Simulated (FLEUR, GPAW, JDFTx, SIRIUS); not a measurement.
Ca: 4 runs at one level of theory

```
Ca
1.0
     0.00000    2.79420    2.79420
     2.79420    0.00000    2.79420
     2.79420    2.79420    0.00000
Ca
1
Direct
  0.00000 0.00000 0.00000
```

Alike in all runs: task equation of state; functional RPBE; k mesh 8 × 8 × 8; occupations fermi-dirac, width 0.05 eV; no spin polarisation; no spin-orbit coupling.

```
                                                    program and potentials  plane-wave cutoff (eV)                    notes  equilibrium volume (Å³/atom)  bulk modulus (GPa)
                 JDFTx, PseudoDojo-SR-PBE-0.5-standard with smoothed tails                     925  potentials made for PBE                         44.42                16.3
GPAW, the program's PAW data sets (release 1.2.1) made for this functional                     600                        -                         44.63                16.0
                                                FLEUR, all-electron, FLAPW                       -                        -                         44.39                16.0
                             SIRIUS, all-electron FP-LAPW, apw+lo standard                       -                        -                         44.41                16.1
```

The equilibrium volume spans 44.39 (FLEUR, all-electron, FLAPW) to 44.63 Å³/atom (GPAW, the program's PAW data sets (release 1.2.1) made for this functional), with all-electron results at 44.39 to 44.41. The bulk modulus spans 16.0 (FLEUR, all-electron, FLAPW) to 16.3 GPa (JDFTx, PseudoDojo-SR-PBE-0.5-standard with smoothed tails), with all-electron results at 16.0 to 16.1. For a metal such a mesh isn't converged, which the comparison doesn't need.

Differences between rows come from potentials, basis sets and numerical settings, since the functional is the same but for its coding. Runs on potential files found faulty are left out.
